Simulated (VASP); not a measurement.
# SnO2 (Cassiterite) (P4_2/mnm) in VASP: a series of runs

The runs below take SnO2 (Cassiterite) through single point, with LDA.

Everything below comes from runs of VASP 6.6.1. Logs are shortened: lines on timing, memory, paths and dates and some standing lists are left out, and cuts for length are marked.

## Step 1: Starting point

It takes space group P4_2/mnm (No. 136, tetragonal). Conventional cell: a = 4.738 Å, b = 4.738 Å, c = 3.187 Å, α = 90.00°, β = 90.00°, γ = 90.00°. Sn (site symmetry mmm) is surrounded by 6 O at 2.05 to 2.06 Å. O (site symmetry m2m) has 3 Sn at 2.05 to 2.06 Å as nearest neighbours.

## Step 2: Single point, LDA

INCAR reads:

```
PREC     = Accurate       # precision mode
ENCUT    = 400            # plane-wave cutoff, eV
EDIFF    = 0.001          # SCF threshold, eV
ISMEAR   = 0              # smearing method
SIGMA    = 0.05           # smearing width, eV
LREAL    = F              # projectors in reciprocal space
LASPH    = T              # aspherical terms in the spheres
NELM     = 100            # most SCF steps
ALGO     = Normal         # electronic algorithm
ISIF     = 2              # what is computed and relaxed
LWAVE    = F              # write WAVECAR
LCHARG   = F              # write CHGCAR
GGA      = CA             # functional
ADDGRID  = F
```

KPOINTS reads:

```
Automatic mesh
0
Gamma
  3 3 4
```

POSCAR reads:

```
SnO2
1.0
    4.7380000000      0.0000000000      0.0000000000
    0.0000000000      4.7380000000      0.0000000000
    0.0000000000      0.0000000000      3.1865000000
Sn O
2 4
Direct
    0.5000000000      0.5000000000      0.5000000000
    0.0000000000      0.0000000000      0.0000000000
    0.8071000000      0.1929000000      0.5000000000
    0.6929000000      0.6929000000      0.0000000000
    0.1929000000      0.8071000000      0.5000000000
    0.3071000000      0.3071000000      0.0000000000
```

Potentials or basis: VASP PAW LDA potentials, release 64 (Sn_d, O).

Run with:

```sh
cat potpaw_LDA.64/Sn_d/POTCAR potpaw_LDA.64/O/POTCAR > POTCAR
mpirun -np 1 vasp_std > vasp.out
```

OUTCAR:

```text
PREC = Accurate
   ENCUT = 400
   EDIFF = 0.001
   ISMEAR = 0
   LREAL = F
   LASPH = T
   NELM = 100
   ISIF = 2
   GGA = CA

 Found      9 irreducible k-points:

 Following reciprocal coordinates:
            Coordinates               Weight
  0.000000  0.000000  0.000000      1.000000
  0.333333  0.000000  0.000000      4.000000
  0.333333  0.333333  0.000000      4.000000
  0.000000  0.000000  0.250000      2.000000
  0.333333  0.000000  0.250000      8.000000
  0.333333  0.333333  0.250000      8.000000
   k-points           NKPTS =      9   k-points in BZ     NKDIM =      9   number of bands    NBANDS=     31
   number of dos      NEDOS =    301   number of ions     NIONS =      6
   total plane-waves  NPLWV =  24576
   dimension x,y,z NGX =    32 NGY =   32 NGZ =   24
   dimension x,y,z NGXF=    64 NGYF=   64 NGZF=   48
   ions per type =               2   4
   NGX,Y,Z   is equivalent  to a cutoff of  11.23, 11.23, 12.52 a.u.
   NGXF,Y,Z  is equivalent  to a cutoff of  22.46, 22.46, 25.04 a.u.
 SYSTEM =  unknown system
   PREC   = accura    normal or accurate (medium, high low for compatibility)
   ISTART =      0    job   : 0-new  1-cont  2-samecut
   ICHARG =      2    charge: 1-file 2-atom 10-const
   ISPIN  =      1    spin polarized calculation?
   LNONCOLLINEAR =      F non collinear calculations
   LSORBIT =      F    spin-orbit coupling
   LASPH  =      T    aspherical Exc in radial PAW
   ENCUT  =  400.0 eV  29.40 Ry    5.42 a.u.   7.73  7.73  5.20*2*pi/ulx,y,z
   NELM   =    100;   NELMIN=  2; NELMDL= -5     # of ELM steps
   EDIFF  = 0.1E-02   stopping-criterion for ELM
   LREAL  =      F    real-space projection
   EDIFFG = 0.1E-01   stopping-criterion for IOM
   NSW    =      0    number of steps for IOM
   IBRION =     -1    ionic relax: 0-MD 1-quasi-New 2-CG
   NFREE  =      0    steps in history (QN), initial steepest desc. (CG)
   ISIF   =      2    stress and relaxation
   ISYM   =      2    0-nonsym 1-usesym 2-fastsym
   POTIM  = 0.5000    time-step for ionic-motion
   TEBEG  =    0.0;   TEEND  =   0.0 temperature during run
   PSTRESS=    0.0 pullay stress
   NELECT =      52.0000    total number of electrons
   NUPDOWN=      -1.0000    fix difference up-down
   EMIN   =  10.00;   EMAX   =-10.00  energy-range for DOS
   EFERMI =   0.00;   METHOD = LEGACY
   ISMEAR =     0;   SIGMA  =   0.05  broadening in eV -4-tet -1-fermi 0-gaus
   EFERMI_NEDOS =   21; number of points for ismear=-14 and -15
   IALGO  =     38    algorithm
   IMIX   =      4    mixing-type and parameters
     AMIX     =   0.40;   BMIX     =  1.00
     AMIX_MAG =   1.60;   BMIX_MAG =  1.00
  volume/ion in A,a.u.               =      11.92        80.45
  Fermi-wavevector in a.u.,A,eV,Ry     =   1.472000  2.781677 29.480903  2.166785
  Thomas-Fermi vector in A             =   2.587068
   LORBIT       =      0    0 simple, 1 ext, 2 COOP (PROOUT), +10 PAW based schemes
   GGA     = CA    functional components
   LHFCALC =     F    Hartree Fock is set to
   AEXX    =    0.0000 exact exchange contribution
   IVDW    =     0    specifies the selected vdW correction
   LEPSILON=     F    determine dielectric tensor
   LRPA    =     F    only Hartree local field effects (RPA)
 non-spin polarized calculation
 Gauss-broadening in eV      SIGMA  =   0.05
  energy-cutoff  :      400.00
  volume of cell :       71.53
 maximum number of plane-waves:      1310
 NGX is ok and might be reduce to    32
   NGX = 15   NGY = 15   NGZ = 11

 number of electron      51.9999984 magnetization

 Free energy of the ion-electron system (eV)
  ---------------------------------------------------
  ext. energy  EPLUGINS =         0.00000000
  ---------------------------------------------------
  free energy    TOTEN  =       -42.34099590 eV

  energy without entropy =      -42.34099590  energy(sigma->0) =      -42.34099590

 E-fermi :   6.0879     XC(G=0): -11.7993

 val. band max:        5.8592285116   @ k =   0.0000   0.0000   0.0000
 cond. band min:       7.0246908616   @ k =   0.0000   0.0000   0.0000
 fundamental gap:      1.1654623500
 Fermi energy:         6.0878685711

 k-point     1 :       0.0000    0.0000    0.0000
  band No.  band energies     occupation
      1     -15.1441      2.00000
      2     -14.3980      2.00000
      3     -14.1040      2.00000
      4     -14.0886      2.00000
      5     -14.0886      2.00000
      6     -13.9915      2.00000
[... 23 lines left out ...]
     30      11.9557      0.00000
     31      15.9774      0.00000

 k-point     2 :       0.3333    0.0000    0.0000
  band No.  band energies     occupation
      1     -14.9817      2.00000
      2     -14.5931      2.00000
      3     -14.1013      2.00000
      4     -14.0829      2.00000
      5     -14.0827      2.00000
      6     -14.0766      2.00000
[... 23 lines left out ...]
     30      12.5572      0.00000
     31      16.5868      0.00000

 k-point     3 :       0.3333    0.3333    0.0000
  band No.  band energies     occupation
      1     -14.9425      2.00000
      2     -14.7551      2.00000
      3     -14.0906      2.00000
      4     -14.0885      2.00000
      5     -14.0838      2.00000
      6     -14.0754      2.00000
[... 23 lines left out ...]
     30      12.9723      0.00000
     31      16.3117      0.00000

 k-point     4 :       0.0000    0.0000    0.2500
  band No.  band energies     occupation
      1     -14.8676      2.00000
      2     -14.5428      2.00000
      3     -14.5428      2.00000
      4     -14.1449      2.00000
      5     -13.9963      2.00000
      6     -13.9946      2.00000
[... 23 lines left out ...]
     30      14.0525      0.00000
     31      14.4243      0.00000

 k-point     5 :       0.3333    0.0000    0.2500
  band No.  band energies     occupation
      1     -14.8583      2.00000
      2     -14.7180      2.00000
      3     -14.3935      2.00000
      4     -14.1729      2.00000
      5     -13.9885      2.00000
      6     -13.9800      2.00000
[... 23 lines left out ...]
     30      14.3097      0.00000
     31      14.7087      0.00000

 k-point     6 :       0.3333    0.3333    0.2500
  band No.  band energies     occupation
      1     -14.7996      2.00000
      2     -14.6181      2.00000
      3     -14.5514      2.00000
      4     -14.3083      2.00000
      5     -13.9872      2.00000
      6     -13.9714      2.00000
[... 23 lines left out ...]
     30      14.4714      0.00000
     31      14.9297      0.00000

 [... further k-points ...]
[... 5 lines left out ...]
  --------------------------------------------------------------------------------------
  -------------------------------------------------------------------------------------
  Total       -2.6076450     -2.6076450     -1.7519859      0.0000000      0.0000000      0.0000000
  in kB      -58.4056704    -58.4056704    -39.2407371      0.0000000      0.0000000      0.0000000
  external PRESSURE =     -52.0173593 kB  Pullay stress =       0.0000000 kB

 VOLUME and BASIS-vectors are now :
 -----------------------------------------------------------------------------
  energy-cutoff  :      400.00
  volume of cell :       71.53
      direct lattice vectors                 reciprocal lattice vectors
     4.738000000  0.000000000  0.000000000     0.211059519  0.000000000  0.000000000
     0.000000000  4.738000000  0.000000000     0.000000000  0.211059519  0.000000000
     0.000000000  0.000000000  3.186500000     0.000000000  0.000000000  0.313823945

 POSITION                                       TOTAL-FORCE (eV/Angst)
 -----------------------------------------------------------------------------------
      2.36900      2.36900      1.59325         0.000000      0.000000      0.000000
      0.00000      0.00000      0.00000         0.000000      0.000000      0.000000
      3.82404      0.91396      1.59325        -0.136790      0.136790      0.000000
      3.28296      3.28296      0.00000         0.136790      0.136790      0.000000
      0.91396      3.82404      1.59325         0.136790     -0.136790     -0.000000
      1.45504      1.45504      0.00000        -0.136790     -0.136790     -0.000000
 -----------------------------------------------------------------------------------
    total drift:                                0.000000     -0.000000     -0.000000

  FREE ENERGIE OF THE ION-ELECTRON SYSTEM (eV)
  ---------------------------------------------------
  free  energy   TOTEN  =       -42.3409958993 eV

  energy  without entropy=      -42.3409958993  energy(sigma->0) =      -42.34099590
```

Wall time 4.1 s (1 thread of Intel Xeon 6975P-C (Granite Rapids), shared host); peak memory 0.14 GiB.

The run converged, but some of its settings lie outside the range that counts as converged, so its numbers aren't taken as properties of the crystal.

Results:

| Item | Value |
| --- | --- |
| Free energy | -42.3410 eV |
| Largest force | 0.193 eV/Å |
| Band gap on the k mesh | 1.17 eV, direct |

Caveat: the k mesh is coarse (spacing up to 0.49 Å⁻¹), so the values aren't converged; the cutoff is under 1.25 times the usual one of these potentials, so pressure, stress and relaxed cells hold a basis-set (Pulay) error; spin-orbit coupling is left out, which moves the levels of the heavy elements.

## Step 3: Single point, LDA

INCAR, as its differences from that of step 2:

```diff
@@ -2,3 +2,3 @@
 ENCUT    = 400            # plane-wave cutoff, eV
-EDIFF    = 0.001          # SCF threshold, eV
+EDIFF    = 1E-5           # SCF threshold, eV
 ISMEAR   = 0              # smearing method
```

KPOINTS is that of step 2.

POSCAR is that of step 2.

Potentials or basis: VASP PAW LDA potentials, release 64 (Sn_d, O).

Run with:

```sh
cat potpaw_LDA.64/Sn_d/POTCAR potpaw_LDA.64/O/POTCAR > POTCAR
mpirun -np 1 vasp_std > vasp.out
```

It took 4.7 s on 1 thread of Intel Xeon 6975P-C (Granite Rapids), shared host; peak memory 0.14 GiB.

The run converged, but some of its settings lie outside the range that counts as converged, so its numbers aren't taken as properties of the crystal.

Results:

| Property | Result |
| --- | --- |
| Free energy | -42.3410 eV |
| Largest force | 0.195 eV/Å |
| Band gap on the k mesh | 1.16 eV, direct |

Caveat: the k mesh is coarse (spacing up to 0.49 Å⁻¹), so the values aren't converged; the cutoff is under 1.25 times the usual one of these potentials, so pressure, stress and relaxed cells hold a basis-set (Pulay) error; spin-orbit coupling is left out, which moves the levels of the heavy elements.

## Step 4: The reference run

An earlier run on the cell as given: functional PBEsol; potentials or basis VASP PAW PBE potentials, release 64 (Sn_d, O); cutoff 520 eV; k mesh 6 × 6 × 8; occupations fermi-dirac, width 0.05 eV; no spin polarisation.

* Pressure: 5.4 GPa
* Largest force: 0.229 eV/Å
* Band gap on the k mesh: 1.18 eV, direct
